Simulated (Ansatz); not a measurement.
# Li2S: the cost of one run

Program: Ansatz 0.2.0. Level of theory: DFT r2SCAN, scalar-relativistic, plane waves, PAW. These are calculated values, not measurements.

## (1) The system as given

Symmetry: Fm-3m, No. 225, cubic system. Conventional cell: a = 5.708 Å, b = 5.708 Å, c = 5.708 Å, α = 90.00°, β = 90.00°, γ = 90.00°. Li (site symmetry -43m) is surrounded by 4 S at 2.47 Å. S (site symmetry m-3m) is surrounded by 8 Li at 2.47 Å.

Coordinates:

```
CELL_PARAMETERS angstrom
0.00000 2.85400 2.85400
2.85400 0.00000 2.85400
2.85400 2.85400 0.00000
ATOMIC_POSITIONS crystal
Li 0.25000 0.25000 0.25000
Li 0.75000 0.75000 0.75000
S 0.00000 0.00000 0.00000
```

No relaxation comes first: the listed cell is the starting point.

## (2) The reference cell

Reference values: F = -1320.6156 eV; pressure -0.38 GPa; largest force 0.000 eV/Å; gap on the mesh 3.88 eV. It was computed beforehand with the settings of the runs below.

## (3) Setting up biaxial against axial strain

The cell is strained by p along both x and y and by q along z, with fractional coordinates fixed.

## (4) Point p = -0.030, q = -0.030

File input.yaml:

```yaml
crystal:
  lattice:
    - [0.0, 2.76838, 2.76838]
    - [2.76838, 0.0, 2.76838]
    - [2.76838, 2.76838, 0.0]
  atoms:
    - { symbol: Li, position: [0.25, 0.25, 0.25] }
    - { symbol: Li, position: [0.75, 0.75, 0.75] }
    - { symbol: S, position: [0.0, 0.0, 0.0] }
basis:
  ecutwfc: 500
kpoints:
  mp_grid: { grid: [8, 8, 8] }
hamiltonian:
  xc: r2scan
scf:
  occupations: { method: gaussian, width: 0.05 }
output:
  forces: true
  stress: true
  eigenvalues: true
```

On the command line:

```bash
> ansatz run input.yaml --threads 1 --pin off --max-ram 2560MiB --backend cpu --events-out ev --progress --plain --runs-dir out
```

Q: Estimate wall time and peak memory on 1 thread of Arm Neoverse V2, shared host.

About 2 s, with a peak of 0.39 GiB.
